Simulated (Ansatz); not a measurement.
The system is CuO.

```
Cu O
1.0
     3.28802    0.00000    0.00000
    -1.64401    2.84751    0.00000
     0.00000    0.00000    5.38502
Cu O
2 2
Cartesian
  1.6440 0.9492 0.0000
  0.0000 1.8983 2.6925
  1.6440 0.9492 3.3667
  0.0000 1.8983 0.6742
```

Measurements of this composition are mostly on another form, of space group No. 15.

Base run:

| Item | Value |
| --- | --- |
| Program | Ansatz 0.2.0 |
| Functional | PBE |
| Potentials or basis | Ansatz PAW |
| Cutoff | 420 eV (not typed: the program's choice for these potentials) |
| k mesh | 9 × 9 × 5 |
| Occupations | fermi-dirac, width 0.05 eV |
| Spin | no spin polarisation |
| Hubbard terms | Cu d U = 6 eV |

Its results: band gap on the k mesh none (metal or under the smearing width); pressure -5.6 GPa; largest force 0.068 eV/Å.

Problem. The run is repeated on the same cell with these changes: hubbard terms from Cu d U = 6 eV to Cu d U = 4 eV. What comes out?

Solution. Band gap on the k mesh none (metal or under the smearing width); pressure -7.1 GPa; largest force 0.069 eV/Å.

Caveats: the run has no spin polarisation, though such a crystal can be magnetic; U without spin polarisation on a metal has little footing.
